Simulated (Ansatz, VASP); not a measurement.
## One calculation of CdF2, two programs

```
Cd F
1.0
     0.00000    2.69400    2.69400
     2.69400    0.00000    2.69400
     2.69400    2.69400    0.00000
Cd F
1 2
Direct
  0.00000 0.00000 0.00000
  0.75000 0.75000 0.75000
  0.25000 0.25000 0.25000
```

Alike in both runs: task single point; functional PBEsol; k mesh 9 × 9 × 9; occupations fermi-dirac, width 0.05 eV; no spin polarisation.

|  | VASP | Ansatz |
| --- | --- | --- |
| version | VASP 6.6.1 | Ansatz 0.2.0 |
| potentials or method | VASP PAW PBE potentials, release 64 (Cd, F) | Ansatz PAW |
| plane-wave cutoff (eV) | 520 | 420 |
| valence electrons in the cell | 26 | 34 |

VASP gave:

- gap on the k mesh at the Fermi level (eV): 2.93
- least direct gap on the mesh (eV): 3.39
- pressure (GPa): 0.5

Which values does Ansatz return?

gap on the k mesh at the Fermi level (eV): 2.96; least direct gap on the mesh (eV): 3.42; pressure (GPa): -0.2.

The two sets of potentials don't hold the same shells in valence.

Caveats: the PAW data sets were made with another functional, which shifts forces and pressure a little (VASP); an odd mesh through Γ misses points on the zone boundary, where band edges often lie (VASP); odd divisions of the mesh miss points on the zone boundary, where band edges often lie, so the gap on the mesh can be too wide (Ansatz); the pressure holds a Pulay correction of +0.7 GPa for the finite cutoff (Ansatz); the PAW data sets come from PBE, with cores solved anew for the run's functional, which leaves a small shift of forces and pressure (Ansatz).
